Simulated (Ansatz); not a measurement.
# ZrS2: the cost of one run

Computed with Ansatz 0.2.0 (DFT PBE, scalar-relativistic, plane waves, PAW, unless a step's input says otherwise).

3 further runs of the same task are left out: 3 set aside as unsound or not needed. Runs told in other sessions of the task aren't counted.

## 1. The structure to begin with

It takes space group P-3m1 (No. 164, trigonal). The conventional cell has a = 3.685 Å, b = 3.685 Å, c = 6.759 Å, α = 90.00°, β = 90.00°, γ = 120.00°. Zr (site symmetry -3m) has 6 S at 2.57 Å in its first shell of neighbours. S (site symmetry 3m) is surrounded by 3 Zr at 2.57 Å.

Structure file:

```
Zr S
1.0
    -1.84269   -3.19163    0.00000
     1.84269   -3.19163    0.00000
     0.00000    0.00000   13.51895
Zr S
2 4
Cartesian
  0.0000 0.0000 0.0000
  0.0000 0.0000 6.7595
  0.0000 -4.2555 1.4482
  0.0000 -4.2555 8.2077
  0.0000 -2.1278 5.3112
  0.0000 -2.1278 12.0707
```

It is built from the cell relaxed beforehand with the same method (26.50 Å³/atom).

## 2. The undisturbed cell

Input file input.yaml:

```yaml
crystal:
  lattice:
    - [-1.842688761, -3.1916305566, 0.0]
    - [1.842688761, -3.1916305566, 0.0]
    - [0.0, 0.0, 13.5189528326]
  atoms:
    - { symbol: Zr, position: [0.0, 0.0, 0.0] }
    - { symbol: Zr, position: [0.0, 0.0, 0.5] }
    - { symbol: S, position: [0.6666666667, 0.6666666667, 0.1071256402] }
    - { symbol: S, position: [0.6666666667, 0.6666666667, 0.6071256402] }
    - { symbol: S, position: [0.3333333333, 0.3333333333, 0.3928743598] }
    - { symbol: S, position: [0.3333333333, 0.3333333333, 0.8928743598] }
basis:
  ecutwfc: 420
kpoints:
  mp_grid: { grid: [8, 8, 2] }
hamiltonian:
  xc: pbe
scf:
  occupations: { method: gaussian, width: 0.05 }
output:
  forces: true
  stress: true
  eigenvalues: true
```

Command:

```
$ ansatz run input.yaml --threads 2 --pin off --max-ram 5120MiB --backend cpu --events-out ev --progress --plain --runs-dir out
```

**Question.** How long does this run take on 2 threads of Intel Xeon Platinum 8124M at 3.00GHz (Skylake/Cascade Lake), shared host, and how much memory does it need?

About 2.5 s, with a peak of 0.49 GiB.
